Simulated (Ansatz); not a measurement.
**Ir: strong compression**

One table from this session's results is given with a row withheld; the runs are named, their logs left out.

Program: Ansatz 0.2.0. Level of theory: DFT, PBE, PAW with Ansatz's default frozen-core files, scalar-relativistic. These are calculated values, not measurements.

### The system as given

The structure is cubic, space group Pm-3m (No. 221). Conventional cell: a = 2.502 Å, b = 2.502 Å, c = 2.502 Å, α = 90.00°, β = 90.00°, γ = 90.00°. Ir (site symmetry m-3m) has 6 Ir at 2.50 Å in its first shell of neighbours.

Coordinates:

```cif
data_structure
_symmetry_space_group_name_H-M 'Pm-3m'
_symmetry_Int_Tables_number 221
_cell_length_a 2.5023
_cell_length_b 2.5023
_cell_length_c 2.5023
_cell_angle_alpha 90.000
_cell_angle_beta 90.000
_cell_angle_gamma 90.000
_cell_volume 15.67
loop_
_atom_site_label
_atom_site_type_symbol
_atom_site_symmetry_multiplicity
_atom_site_Wyckoff_symbol
_atom_site_fract_x
_atom_site_fract_y
_atom_site_fract_z
_atom_site_occupancy
Ir1 Ir 1 a 0.00000 0.00000 0.00000 1
```

The file gives the conventional cell by its symmetry; the runs use the cell typed in the input.

Whether this phase is the stable one at these pressures isn't tested.

The first run:

input.yaml

```yaml
crystal:
  lattice:
    - [2.5022678089, 0.0, 0.0]
    - [0.0, 2.5022678089, 0.0]
    - [0.0, 0.0, 2.5022678089]
  atoms:
    - { symbol: Ir, position: [0.0, 0.0, 0.0] }
kpoints:
  mp_grid: { grid: [17, 17, 17] }
scf:
  occupations: { method: fermi_dirac, width: 0.08 }
hamiltonian:
  xc: pbe
  pseudopotentials: { kind: paw }
output:
  forces: true
  stress: true
  write_density: true
  write_potential: true
  elf: true
  volumetric_format: npy
relax:
  f_tol: 0.005
  max_steps: 40
  cell: {}
```

The run is started by

```sh
$ ansatz run input.yaml --threads 1 --pin off --max-ram 2048MiB --backend cpu --events-out ev --progress --plain --runs-dir out
```

Among the steps run: Cell relaxed at zero pressure, PAW; Volume scaled by 1, PAW; Volume scaled by 0.9, PAW; Volume scaled by 0.8, PAW; Volume scaled by 0.7, PAW; Volume scaled by 0.7, PAW (partial_waves polarizable); Volume scaled by 0.6, PAW; Volume scaled by 0.5, PAW; Volume scaled by 0.4, PAW; Volume scaled by 0.4, PAW (cutoff 800 eV).

One of the session's tables, all rows but one given; the rest of the session is left out.

```
                         method  volume over the first  volume (Å³/atom)  pressure (GPa)
                            PAW                      1            16.993           -0.05
                            PAW                    0.9            15.293           33.55
                            PAW                    0.8            13.594           94.73
                            PAW                    0.7            11.895          208.29
                            PAW                    0.6            10.196          427.45
                            PAW                    0.5                 ?               ?
                            PAW                    0.4             6.797         1915.84
            PAW (cutoff 800 eV)                    0.4             6.797         1915.17
PAW (partial_waves polarizable)                    0.7            11.895          208.29
```

**Question.** Estimate the row for PAW, 0.5.

As computed: volume (Å³/atom): 8.496; pressure (GPa): 879.17. In the column «volume (Å³/atom)» it lies between PAW (cutoff 800 eV), 0.4 (6.797) and PAW, 0.6 (10.196).

Limits of these values: At pressures up to 1916 GPa the PAW spheres may overlap and frozen cores may not hold, so those PAW values are rough without an all-electron check.
